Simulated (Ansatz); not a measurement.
# O on Ni(110): change of the work function, part 6 of 6

How does O on the hollow site change the work function of Ni(110) as the layer fills?

Ansatz 0.2.0; plane-wave DFT, PBE, Ansatz PAW.

So far, work function, upper face (eV): step 2 (the clean slab) 4.57; step 5 (adsorbate added, k-mesh 9×12×1, coverage 1 ML) 5.31; step 7 (the slab at 0.25 ML, atoms frozen) 4.82; step 8 (the substrate of the 0.25 ML cell alone) 4.59; step 11 (varying the input) 5.32.

## 12. Varying the input

System of this step: Ni(110). The cell holds 5 atoms: 5 Ni. Its edges and angles: a = 3.520 Å, b = 2.489 Å, c = 22.978 Å, α = 90.0°, β = 90.0°, γ = 90.0°. Vacuum lies along c.

Another changed input: it repeats the earlier run at 0 ML with accuracy to medium, scf.eigensolver.kind to davidson and basis.precision to f64.

Input file input.yaml:

```yaml
crystal:
  lattice:
    - [3.52, 0.0, 0.0]
    - [0.0, 2.4890158698, 0.0]
    - [0.0, 0.0, 22.9780317396]
  atoms:
    - { symbol: Ni, position: [0.0, 0.0, 0.3916784563], spin: 0.7 }
    - { symbol: Ni, position: [0.5, 0.5, 0.4458392281], spin: 0.7 }
    - { symbol: Ni, position: [0.0, 0.0, 0.5], spin: 0.7 }
    - { symbol: Ni, position: [0.5, 0.5, 0.5541607719], spin: 0.7 }
    - { symbol: Ni, position: [0.0, 0.0, 0.6083215437], spin: 0.7 }
magnetization:
  spin_polarized: true
kpoints:
  mp_grid: { grid: [9, 12, 1] }
hamiltonian:
  xc: pbe
scf:
  occupations: { method: fermi_dirac, width: 0.1 }
  convergence: { dr2_threshold: 1.0e-08 }
  eigensolver: { kind: davidson }
efield:
  axis: 3
  dipole_correction: true
  ramp_position: 0.97
  ramp_width: 0.06
relax:
  f_tol: 0.02
  max_steps: 60
  constraints: [{ sites: [0, 1] }]
output:
  write_potential: true
  write_density: true
  volumetric_format: npy
accuracy: medium
basis:
  precision: f64
```

Started as:

```sh
$ ansatz run input.yaml --threads 4 --pin off --max-ram 12288MiB --backend cpu --events-out ev --progress --plain --runs-dir out
```

Numbers of over 12 decimals in the logs are rounded to 6 here.

The program printed:

```text
[...]
Crystal: 5 atoms, lattice volume = 201.318 Å³
Basis set: ecut = 420 eV, 3931 PW (Γ), exchange–correlation on 48×36×320 points (8 copies of the dense FFT grid, shifted against one another)
Bands: 57, of which v1, the nominal top of the filled ones, is band 45 counted from 1 (44 counted from 0)
Symmetry: 4 space group operations
k-points: 35 of 108
[...]
Starting moments: Σ|m| = 3.5 μB on 5 of 5 sites
[...]
SCF iter  18: F=-29196.162160 eV  HF=-29196.162160 eV  |F-HF|=4.25e-9  |Δ(HF+E_count)|=   1.49e-9  Δρ=1.19e-6 (↑3.30e-7 ↓1.19e-6)  dr2=5.38e-9  dr2_m=3.86e-10  M=3.580 μB ∫|m|=4.031 μB  ethr=2.42e-12 (applied; sched 2.42e-12)  p=-0.000 e·Å  D=-4.24e-8 V/Å  ΔV_dip=0.00 eV  dr2_dipole=2.80e-10  V_vac-E_F(+/−)=4.53/4.53 eV  ⟨swp⟩=2.0  Hψ=7302  notcnv=0
SCF 1 converged in 18 iterations: F = -29196.162160 eV  dr2 = 5.38e-9
  Residual-converged pass: ⟨swp⟩=6.2  Hψ=16846  notcnv=0  max |occ|·‖R‖ = 9.9e-9 eV (tolerance 1.0e-8 eV)  dr2=5.22e-9  dr2_m=3.86e-10  dr2_onsite=8.06e-10  max |Δocc| = 4.8e-10
[...]
relax step   1: F+E_penalty+E_count = -29196.16215952 eV  Δ(F+E_penalty+E_count) = +0.000e0 eV  max|allowed force component| = 6.635e-1 eV/Å  Δτ_max = 0.0000 Å  (18 SCF iters, accepted)
[...]
SCF iter   8: F=—  HF=-29196.190752 eV  |F-HF|=—  |Δ(HF+E_count)|=   2.42e-7  Δρ=3.68e-5 (↑1.76e-5 ↓3.68e-5)  dr2=1.81e-6  dr2_m=6.92e-7  M=3.571 μB ∫|m|=4.020 μB  β_m=0.57  ethr=1.72e-9  p=-0.001 e·Å  D=-5.79e-4 V/Å  ΔV_dip=0.01 eV  dr2_dipole=1.60e-8  V_vac-E_F(+/−)=4.53/4.52 eV  ⟨swp⟩=4.0  Hψ=16661  notcnv=0  defer=2
eigensolver tolerance schedule calibrated: the retry pair's looser diagonalisation under-reported the residual by θ = 0.15 (0.13/decade); ethr = c·dr2/N_el runs at the constant in force after the calibration composes with the one it found (an armed cap, an earlier calibration), c = 6.0e-2
SCF iter   9: F=—  HF=-29196.190752 eV  |F-HF|=—  |Δ(HF+E_count)|=   1.12e-7  Δρ=2.53e-5 (↑1.08e-5 ↓2.53e-5)  dr2=1.90e-6  dr2_m=2.30e-7  M=3.571 μB ∫|m|=4.019 μB  β_m=0.65  ethr=1.21e-9  p=-0.001 e·Å  D=-6.06e-4 V/Å  ΔV_dip=0.01 eV  dr2_dipole=2.11e-7  V_vac-E_F(+/−)=4.53/4.52 eV  ⟨swp⟩=4.0  Hψ=10839  notcnv=0  defer=2
[...]
SCF iter  15: F=-29196.190752 eV  HF=-29196.190752 eV  |F-HF|=3.75e-10  |Δ(HF+E_count)|=  5.31e-10  Δρ=3.14e-7 (↑1.09e-7 ↓3.14e-7)  dr2=3.16e-10  dr2_m=3.75e-11  M=3.571 μB ∫|m|=4.019 μB  ethr=3.95e-12  p=-0.001 e·Å  D=-6.15e-4 V/Å  ΔV_dip=0.01 eV  dr2_dipole=1.94e-11  V_vac-E_F(+/−)=4.53/4.52 eV  ⟨swp⟩=2.0  Hψ=7307  notcnv=0  defer=1
SCF 2 converged in 15 iterations: F = -29196.190752 eV  dr2 = 3.16e-10
[...]
relax step   2: F+E_penalty+E_count = -29196.19075178 eV  Δ(F+E_penalty+E_count) = -2.859e-2 eV  max|allowed force component| = 4.257e-1 eV/Å  Δτ_max = 0.0468 Å  (15 SCF iters, accepted)
SCF iter   1: F=—  HF=-29196.211413 eV  |F-HF|=—  |Δ(HF+E_count)|=         —  Δρ=4.32e-3 (↑2.94e-3 ↓4.32e-3)  dr2=5.33e-2  dr2_m=1.23e-2  M=3.569 μB ∫|m|=4.014 μB  β_m=1.00  ethr=8.04e-4  p=-0.001 e·Å  D=-6.21e-4 V/Å  ΔV_dip=0.01 eV  dr2_dipole=4.75e-3  V_vac-E_F(+/−)=4.52/4.50 eV  ⟨swp⟩=5.1  Hψ=10937  notcnv=0  defer=5
[...]
SCF iter  15: F=-29196.212065 eV  HF=-29196.212065 eV  |F-HF|=3.78e-9  |Δ(HF+E_count)|=  2.47e-10  Δρ=7.22e-7 (↑2.10e-7 ↓7.22e-7)  dr2=4.19e-9  dr2_m=1.50e-10  M=3.555 μB ∫|m|=3.999 μB  ethr=5.48e-12  p=-0.003 e·Å  D=-2.93e-3 V/Å  ΔV_dip=0.07 eV  dr2_dipole=9.79e-10  V_vac-E_F(+/−)=4.56/4.49 eV  ⟨swp⟩=2.0  Hψ=7308  notcnv=0
SCF 3 converged in 15 iterations: F = -29196.212065 eV  dr2 = 4.19e-9
[...]
relax step   3: F+E_penalty+E_count = -29196.21206517 eV  Δ(F+E_penalty+E_count) = -2.131e-2 eV  max|allowed force component| = 5.441e-2 eV/Å  Δτ_max = 0.0741 Å  (15 SCF iters, accepted)
SCF iter   1: F=—  HF=-29196.212284 eV  |F-HF|=—  |Δ(HF+E_count)|=         —  Δρ=3.11e-4 (↑2.12e-4 ↓3.11e-4)  dr2=4.37e-4  dr2_m=5.43e-5  M=3.554 μB ∫|m|=3.999 μB  β_m=1.00  ethr=3.08e-6  p=-0.003 e·Å  D=-2.93e-3 V/Å  ΔV_dip=0.07 eV  dr2_dipole=6.96e-5  V_vac-E_F(+/−)=4.56/4.50 eV  ⟨swp⟩=4.0  Hψ=9994  notcnv=0
[...]
SCF iter   8: F=—  HF=-29196.212255 eV  |F-HF|=—  |Δ(HF+E_count)|=   7.87e-8  Δρ=4.61e-6 (↑2.49e-6 ↓4.61e-6)  dr2=2.93e-8  dr2_m=1.42e-8  M=3.556 μB ∫|m|=4.000 μB  β_m=0.73  ethr=3.85e-11  p=-0.004 e·Å  D=-3.21e-3 V/Å  ΔV_dip=0.07 eV  dr2_dipole=2.81e-10  V_vac-E_F(+/−)=4.57/4.49 eV  ⟨swp⟩=2.7  Hψ=16845  notcnv=0
eigensolver tolerance schedule: the retry pair's looser diagonalisation over-reported the residual by 0.18 of it (diagonalisation noise at 0.20 of the residual, at the tolerance the schedule requests for it); recorded, not acted on — ethr = c·dr2/N_el stays at c = 1.0e-1
SCF iter   9: F=—  HF=-29196.212256 eV  |F-HF|=—  |Δ(HF+E_count)|=   5.55e-8  Δρ=2.35e-6 (↑1.83e-6 ↓2.35e-6)  dr2=2.37e-8  dr2_m=1.61e-9  M=3.556 μB ∫|m|=4.000 μB  β_m=0.61  ethr=3.26e-11  p=-0.004 e·Å  D=-3.21e-3 V/Å  ΔV_dip=0.07 eV  dr2_dipole=2.35e-9  V_vac-E_F(+/−)=4.57/4.49 eV  ⟨swp⟩=3.9  Hψ=9383  notcnv=0
[...]
SCF iter  12: F=-29196.212256 eV  HF=-29196.212256 eV  |F-HF|=4.93e-9  |Δ(HF+E_count)|=  7.28e-12  Δρ=1.23e-6 (↑1.50e-7 ↓1.23e-6)  dr2=5.82e-9  dr2_m=6.71e-10  M=3.556 μB ∫|m|=4.000 μB  ethr=2.42e-12 (applied; sched 1.64e-12)  p=-0.004 e·Å  D=-3.21e-3 V/Å  ΔV_dip=0.07 eV  dr2_dipole=8.09e-10  V_vac-E_F(+/−)=4.57/4.49 eV  ⟨swp⟩=2.0  Hψ=7299  notcnv=0
SCF 4 converged in 12 iterations: F = -29196.212256 eV  dr2 = 5.82e-9
[...]
relax step   4: F+E_penalty+E_count = -29196.21225551 eV  Δ(F+E_penalty+E_count) = -1.903e-4 eV  max|allowed force component| = 4.613e-3 eV/Å  Δτ_max = 0.0044 Å  (12 SCF iters, accepted)
[...]
the search or the solves at the SCF's close seem to have found levels that the self-consistency loop had missed (the run counts 1). By its estimate they hold under 1e-12 electrons; where the run keeps them, the occupations were computed again with them
[...]
SCF converged after 12 iterations
Magnetization: 3.5558 μB (46.7779 up, 43.2221 down)
Absolute magnetization: 4.0037 μB (∫|ρ↑−ρ↓|, with the PAW one-centre terms)
[...]
Per-site moments (μB) at R_I (Å): [(0.800910, 1.013385), (0.692778, 1.020118), (0.723427, 0.991968), (0.686292, 0.996901), (0.801329, 0.991968)]
Free energy (F): -29196.212256 eV
[...]
Internal energy: -29195.909131 eV  (E = F + TS)
E sigma→0 (E₀):  -29196.060693 eV
Entropy (-TS):   -0.303124 eV (-60.625 meV/atom)
Fermi energy:    1.659022 eV
Dipole field:    D = -0.003176 V/Å  (p = -0.003533 e·Å, saw-weighted, corrected)
Work function:   Φ+ = 4.5652 eV   Φ− = 4.4922 eV
[...]
--- Forces (eV/Å), atoms counted from 1 ---
  atom   1  Ni     0.00000000     0.00000000     0.59853396
  atom   2  Ni     0.00000000     0.00000000    -0.59299589
  atom   3  Ni     0.00000000     0.00000000    -0.00461271
  atom   4  Ni     0.00000000     0.00000000    -0.00147823
  atom   5  Ni     0.00000000     0.00000000     0.00052000
  max |Σ_I F_I| component: 3.29e-5 eV/Å
--- Band table (eV; the first three rows and the last of 70) ---
  k-point 0 ↑: bands = [... 41 lower, 0.4571, 0.6708, 0.8069, 0.9434, 1.0063, 1.0252, 1.1549, 2.8797, ... 8 higher]
  k-point 1 ↑: bands = [... 41 lower, 0.5673, 0.6525, 0.6955, 0.9544, 1.0137, 1.0732, 1.1295, 3.0395, ... 8 higher]
  k-point 2 ↑: bands = [... 41 lower, 0.5959, 0.6536, 0.6550, 0.8893, 0.9291, 1.1506, 1.3933, 3.5056, ... 8 higher]
  k-point 34 ↓: bands = [... 41 lower, 1.8583, 1.8932, 1.9051, 2.0737, 2.7537, 3.0973, 5.3477, 5.8371, ... 8 higher]
--- Relaxed structure (4 steps of the walk, 4 accepted, 0 SCFs on fresh bases) ---
  F+E_penalty+E_count = -29196.21225551 eV   max|allowed force component| = 4.613e-3 eV/Å
  atoms:
    - { symbol: Ni, position: [0.0, 0.0, 0.3916784563] }
    - { symbol: Ni, position: [0.5, 0.5, 0.4458392281] }
    - { symbol: Ni, position: [0.0, 0.0, 0.498593] }
    - { symbol: Ni, position: [0.5, 0.5, 0.555691] }
    - { symbol: Ni, position: [0.0, 0.0, 0.603248] }
```

It took 3.3 min on 4 threads of Arm Neoverse V1, shared host; peak memory 0.78 GiB; 13 min of CPU time.

Step by step:

```tsv
step	energy less that of the first step (eV)	largest force component (eV/Å)
1	0.0000	0.6635
2	-0.0286	0.4257
3	-0.0499	0.0544
4	-0.0501	0.0046
```

The run keeps the 4 symmetry operations that it works with, so distortions that break them were not tested.

The atoms that moved most (Å):

```tsv
atom	dx	dy	dz	length
Ni5	0.000	0.000	-0.117	0.117
Ni4	0.000	0.000	0.035	0.035
Ni3	0.000	0.000	-0.032	0.032
```

Final coordinates:

```xyz
5
Lattice="3.5200 0.0000 0.0000 0.0000 2.4890 0.0000 0.0000 0.0000 22.9780" Properties=species:S:1:pos:R:3
Ni    0.0000    0.0000    9.0000
Ni    1.7600    1.2445   10.2445
Ni    0.0000    0.0000   11.4567
Ni    1.7600    1.2445   12.7687
Ni    0.0000    0.0000   13.8615
```

This step gave:

| Property | Result |
| --- | --- |
| energy at zero smearing | -29196.0607 eV |
| total moment | 3.556 μB |
| site moments | 0.8009, 0.6928, 0.7234, 0.6863, 0.8013 μB |
| work function, upper face | 4.565 eV |
| work function, lower face | 4.492 eV |
| dipole along the normal | -0.003533 e·Å |
| step between the vacuum levels | 0.07296 eV |

```tsv
quantity	this run	earlier run	difference
work function, upper face (eV)	4.565	4.566	-6.5e-4
work function, lower face (eV)	4.492	4.492	6.5e-4
dipole along the normal (e·Å)	-0.003533	-0.003596	6.3e-5
total moment (μB)	3.556	3.556	-2.9e-6
```

What moves beyond 0.01 in its unit (for the dipole 0.5 % and 5e-5 e·Å): dipole along the normal (+6.27e-05 e·Å).

## 13. Outcome

```yaml
work_function_of_the_clean_face: 4.57 eV
work_function_at_0p25_ml: 4.82 eV
work_function_at_0p5_ml: 4.97 eV
work_function_at_1_ml: 5.31 eV
dipole_per_adsorbate_at_0p25_ml_positive_end_outwards: -0.22 D
step_of_the_potential_from_the_moved_charge_at_0p25_ml_upper_less_lower_side_atoms_held: 0.239 eV
```

What this shows: O raises the work function of Ni(110) at the lowest coverage, by 0.25 eV: the adsorbate layer has its negative end outwards. The slab has 5 layers, at the tabulated experimental lattice constant, one starting site was run, and quantum-size effects of a slab this thin can reach one or two tenths of an eV. The magnetic order is the one reached from the typed start; other orders were not compared.

[Logs are printed without paths, hosts, clocks, repeated set-up lines and the standing remarks that a program may print on its own settings, such as how far it seeks lower states.]

[Hosts, paths, dates, database ids (printed as entryN), source tags and the programs' standing remarks are cut or masked in the printed files.]

[Maps of the electrostatic potential energy from Ansatz leave out the sawtooth potential of an applied field or a dipole correction, so their vacuum need not be flat; planar profiles and work functions include it.]
